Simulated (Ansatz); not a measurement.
Density of states of MoS₂ (P6_3/mmc, a = 3.149 Å, b = 3.149 Å, c = 12.093 Å, α = 90.00°, β = 90.00°, γ = 120.00°), in states per eV and primitive cell, averaged over bins of 0.3 eV. Method: DFT PBE+D3(BJ), scalar-relativistic, plane waves, PAW in Ansatz 0.2.0.

Cutoff 420 eV; k points 12×12×4 on the computed 6-atom cell (Γ-centred); Gaussian smearing, width 0.02 eV; no spin polarisation.

The cell is relaxed at this level. The states (both spins) are summed by tetrahedra on a 18×18×6 mesh at the self-consistent density. Energies are bin centres; the table starts no lower than −8 eV and ends at 6 eV, or lower where the solved bands end.

The gap is 0.79 eV at this level, with the zero inside it.

```tsv
E − E_F (eV)	total	S 3p	Mo 4d	S 3s	Mo 5s
-7.30	0.27	0.18	0.07	0.01	0.01
-7.00	1.72	1.14	0.40	0.05	0.08
-6.70	4.78	3.03	1.40	0.10	0.16
-6.40	5.74	3.53	1.88	0.09	0.15
-6.10	5.55	3.63	1.59	0.14	0.10
-5.80	2.43	1.59	0.71	0.07	0.02
-5.50	2.64	1.71	0.72	0.13	0.04
-5.20	5.17	3.25	1.36	0.32	0.13
-4.90	5.59	3.33	1.63	0.35	0.15
-4.60	4.74	2.86	1.37	0.27	0.13
-4.30	7.24	4.28	2.61	0.18	0.05
-4.00	4.80	2.87	1.71	0.11	0.02
-3.70	3.31	1.82	1.37	0.05	0.01
-3.40	3.63	2.04	1.42	0.08	0.01
-3.10	7.77	4.99	2.36	0.24	0.03
-2.80	5.52	3.94	1.29	0.15	0.02
-2.50	5.20	4.04	0.92	0.09	0.02
-2.20	3.26	2.45	0.66	0.04	0.02
-1.90	6.50	2.33	3.85	0.11	0.07
-1.60	4.35	1.51	2.65	0.05	0.04
-1.30	2.20	0.76	1.36	0.04	0.01
-1.00	0.58	0.24	0.31	0.02	0.00
-0.70	0.28	0.11	0.15	0.02	0.00
-0.40	0.05	0.02	0.03	0.00	0.00
-0.10	0.00	0.00	0.00	0.00	0.00
0.20	0.00	0.00	0.00	0.00	0.00
0.50	0.62	0.22	0.34	0.02	0.00
0.80	3.29	0.97	2.10	0.06	0.05
1.10	6.62	1.77	4.54	0.09	0.05
1.40	7.98	2.66	4.81	0.16	0.09
1.70	9.70	3.49	5.53	0.16	0.12
2.00	4.92	1.86	2.63	0.14	0.04
2.30	4.74	1.82	2.48	0.16	0.02
2.60	3.55	1.52	1.69	0.12	0.00
2.90	3.50	1.61	1.59	0.12	0.00
3.20	3.91	1.73	1.78	0.19	0.00
3.50	2.61	1.10	1.20	0.17	0.01
3.80	1.61	0.64	0.78	0.13	0.00
4.10	0.29	0.11	0.14	0.03	0.00
4.40	0.00	0.00	0.00	0.00	0.00
4.70	0.00	0.00	0.00	0.00	0.00
5.00	0.22	0.01	0.01	0.00	0.10
5.30	0.89	0.06	0.03	0.03	0.34
5.60	1.66	0.11	0.05	0.07	0.49
```

The columns after the total are the main Löwdin projections on the occupied valence shells of the potentials; 2 others are left out. The rest of the total lies in those, in shells that are empty in the free atom, which aren't projected, and between the atoms.

A ferromagnetic start lost its moments in a first run, so spin was left out; other magnetic orders weren't tried.

Cost: 1 run of about 0.92 core-minutes, on AMD EPYC 9R45 (Zen 5) (shared hosts).